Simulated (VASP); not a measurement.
A run of VASP 6.6.1 is set up as follows.

Contents of INCAR:

```
SYSTEM = KF
PREC     = Accurate       ! precision mode
ENCUT    = 600            ! plane-wave cutoff, eV
EDIFF    = 1E-6           ! SCF threshold, eV
ISMEAR   = 0              ! smearing method
SIGMA    = 0.02           ! smearing width, eV
LREAL    = .FALSE.        ! projectors in reciprocal space
LASPH    = .TRUE.         ! aspherical terms in the spheres
NELM     = 80             ! most SCF steps
ALGO     = Normal         ! electronic algorithm
ISIF     = 3              ! what is computed and relaxed
LWAVE    = .FALSE.        ! write WAVECAR
LCHARG   = .FALSE.        ! write CHGCAR
GGA      = PE             ! functional
IBRION   = 2              ! ionic algorithm
NSW      = 100            ! ionic steps
EDIFFG   = -0.01          ! ionic threshold
```

File KPOINTS:

```
Automatic mesh
0
G
  8 8 8
  0 0 0
```

Contents of POSCAR:

```
KF
1.0
    0.0000000000      2.7103322691      2.7103322691
    2.7103322691      0.0000000000      2.7103322691
    2.7103322691      2.7103322691      0.0000000000
K F
1 1
Direct
    0.0000000000      0.0000000000      0.0000000000
    0.5000000000      0.5000000000      0.5000000000
```

Potentials or basis: VASP PAW PBE potentials, release 64 (K_sv, F).

Run with:

```bash
$ cat potpaw_PBE.64/K_sv/POTCAR potpaw_PBE.64/F/POTCAR > POTCAR
$ mpirun -np 1 vasp_std > vasp.out
```

Estimate the band gap on the k mesh.

5.95 eV, direct.

Final structure:
```yaml
crystal:
  lattice:
    - [0.00000, 2.71033, 2.71033]
    - [2.71033, 0.00000, 2.71033]
    - [2.71033, 2.71033, 0.00000]
  atoms:
    - { symbol: K, position: [0.00000, 0.00000, 0.00000] }
    - { symbol: F, position: [0.50000, 0.50000, 0.50000] }
```

Caveat: the relaxation stopped at its first step, so nothing moved. A k mesh can miss the band edges.
